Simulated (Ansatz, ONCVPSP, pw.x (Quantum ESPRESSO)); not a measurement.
**What a changed setting does to a pw.x run (diamond Si)**

Potential: optimised norm-conserving Vanderbilt (ONCV), ONCVPSP 4.0.1.1 (patched build), PBEsol; core [Ne], reference 3s2 3p1; waves: 3s: rc 1.50 bohr, ncon 4, nbas 7, qcut 4.4 1/bohr, 2 projectors, debl 1.2 Ha; 3p: rc 2.30 bohr, ncon 4, nbas 9, qcut 4.3 1/bohr, 2 projectors, debl 2.5 Ha; d scattering state at 0.04 Ha: rc 1.50 bohr, ncon 3, nbas 6, qcut 6 1/bohr, local; local part: the d channel; core correction: polynomial model core, fcfact 0.5.

The reference run (k-mesh 9³, cutoffs 65/260 Ry, Fermi–Dirac 0.01 Ry, mixing_beta 0.4, conv_thr 1e-9, no spin) gives -0.04 GPa at 20.005 Å³/atom, where all-electron LAPW gives 0.14 GPa. This run, with its own iteration cap, changes ecutrho/ecutwfc to 6.

```
&control
  calculation='scf', prefix='x', pseudo_dir='./', outdir='./tmp', tstress=.true., disk_io='none'
/
&system
  ibrav=0, nat=2, ntyp=1, ecutwfc=65, ecutrho=390, nbnd=11,
  occupations='smearing', smearing='fd', degauss=0.01
/
&electrons
  conv_thr=1e-09, mixing_beta=0.4, electron_maxstep=60
/
ATOMIC_SPECIES
Si 1.0 Si.UPF
CELL_PARAMETERS angstrom
  0.00000000 2.71464380 2.71464380
  2.71464380 0.00000000 2.71464380
  2.71464380 2.71464380 0.00000000
ATOMIC_POSITIONS crystal
Si 0.0000 0.0000 0.0000
Si 0.2500 0.2500 0.2500
K_POINTS automatic
9 9 9 0 0 0
```

```bash
pw.x < Si.scf.in > Si.scf.out
```

Task: How does the run end?

Result: It converges in 7 iterations; the free energy moves by +0.0 meV/atom and the pressure by +0.00 GPa. The result is that of the reference run.

```
Message from routine setup:
     using ibrav=0 with symmetry is DISCOURAGED, use correct ibrav instead
     lattice parameter (alat)  =       7.2548  a.u.
     unit-cell volume          =     270.0009 (a.u.)^3
     number of electrons       =         8.00
     number of Kohn-Sham states=           11
     kinetic-energy cutoff     =      65.0000  Ry
     charge density cutoff     =     390.0000  Ry
     scf convergence threshold =      1.0E-09
     Exchange-correlation= PBESOL
     number of k points=    35  Fermi-Dirac smearing, width (Ry)=  0.0100
     iteration #  1     ecut=    65.00 Ry     beta= 0.40
     total energy              =     -21.23257884 Ry
     estimated scf accuracy    <       0.06209500 Ry
     iteration #  2     ecut=    65.00 Ry     beta= 0.40
     total energy              =     -21.22788885 Ry
     estimated scf accuracy    <       0.01839127 Ry
     iteration #  3     ecut=    65.00 Ry     beta= 0.40
     total energy              =     -21.22884583 Ry
     estimated scf accuracy    <       0.00045027 Ry
     iteration #  4     ecut=    65.00 Ry     beta= 0.40
     total energy              =     -21.22889320 Ry
     estimated scf accuracy    <       0.00000153 Ry
     iteration #  5     ecut=    65.00 Ry     beta= 0.40
     total energy              =     -21.22889569 Ry
     estimated scf accuracy    <       0.00000013 Ry
     iteration #  6     ecut=    65.00 Ry     beta= 0.40
     total energy              =     -21.22889571 Ry
     estimated scf accuracy    <       0.00000004 Ry
     iteration #  7     ecut=    65.00 Ry     beta= 0.40
     the Fermi energy is     6.3878 ev
!    total energy              =     -21.22889572 Ry
     estimated scf accuracy    <          9.6E-11 Ry
     smearing contrib. (-TS)   =      -0.00035973 Ry
     The total energy is F=E-TS. E is the sum of the following terms:
     one-electron contribution =       5.06211283 Ry
     hartree contribution      =       1.07632231 Ry
     xc contribution           =     -10.56582314 Ry
     ewald contribution        =     -16.80114799 Ry
     convergence has been achieved in   7 iterations
          total   stress  (Ry/bohr**3)                   (kbar)     P=       -0.39
     Message from routine punch:
     Nothing written, as per user request (disk_io='none')
```

The run took about 21 s on one core of a shared host (Neoverse-N1, 64 threads, 124 GiB, load 54).
